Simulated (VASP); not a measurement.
Here is a VASP 6.6.1 calculation.

Contents of POSCAR:

```
Ru
1.0
    2.4898886616      0.0000000000      0.0000000000
    0.0000000000      2.4898886616      0.0000000000
    0.0000000000      0.0000000000      2.4898886616
Ru
1
Direct
    0.0000000000      0.0000000000      0.0000000000
```

Contents of INCAR.step1:

```
SYSTEM = Ru
PREC = Accurate
ENCUT = 520
ISMEAR = 0
SIGMA = 0.1
LREAL = .False.
LASPH = .True.
NELM = 100
NBANDS = 13
GGA = PE
ALGO = Normal
EDIFF = 1E-4
LWAVE = .True.
LCHARG = .False.
```

File INCAR.step2:

```
SYSTEM = Ru
PREC = Accurate
ENCUT = 520
EDIFF = 1E-6
ISMEAR = 0
SIGMA = 0.1
LREAL = .False.
LASPH = .True.
NELM = 100
ALGO = Normal
ISIF = 2
LWAVE = .False.
LCHARG = .False.
METAGGA = R2SCAN
LMIXTAU = .True.
NBANDS = 13
ISTART = 1
```

The input KPOINTS:

```
Automatic mesh
0
Gamma
  8 8 8
  0 0 0
```

Potentials or basis: VASP PAW PBE potentials, release 64 (Ru_pv).

Run with:

```bash
$ cat potpaw_PBE.64/Ru_pv/POTCAR > POTCAR
$ cp INCAR.step1 INCAR
$ mpirun -np 1 vasp_std > vasp.out
$ cp INCAR.step2 INCAR
$ mpirun -np 1 vasp_std > vasp.out
```

Estimate the band gap on the k mesh.

none (metal or under the smearing width).

Predict the pressure.

1.3 GPa.

Caveat: the PAW data sets were made with another functional, which shifts forces and pressure a little.
